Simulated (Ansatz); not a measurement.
CdSe:

```
Cd Se
1.0
     0.00000    3.07027    3.07027
     3.07027    0.00000    3.07027
     3.07027    3.07027    0.00000
Cd Se
1 1
Direct
  0.00000 0.00000 0.00000
  0.25000 0.25000 0.25000
```

Measurements of this composition are mostly on another form, of space group No. 186.

Program: Ansatz 0.2.0. Alike in all runs: no spin polarisation; cell as given; cutoff (eV) 420.

Task: Order these runs on this cell by their pressure, lowest first.
A. level PBE-EpsX+D4; potentials or basis Ansatz PAW; k mesh 4 × 4 × 4; smearing methfessel-paxton 0.1 eV; other keys accuracy = high; mesh quality coarse
B. level LDA; potentials or basis Ansatz PAW polarizable; k mesh 8 × 8 × 8; smearing fixed; other keys hamiltonian.xc = lda; mesh quality not flagged
C. level BPBE; potentials or basis Ansatz PAW; k mesh 8 × 8 × 8; smearing fermi-dirac 0.05 eV; points for each segment of the path 14; mesh quality not flagged

Result: B (-3.3 GPa), A (-1.1 GPa), C (1.2 GPa).

Caveats: some runs use coarse meshes; the PAW data sets come from PBE, with cores solved anew for the run's functional, which leaves a small shift of forces and pressure; the dispersion damping was fitted for another functional or another form of the correction (some runs); the thresholds are loose for stress (some runs).

Runs at the PBE level aren't shown here.
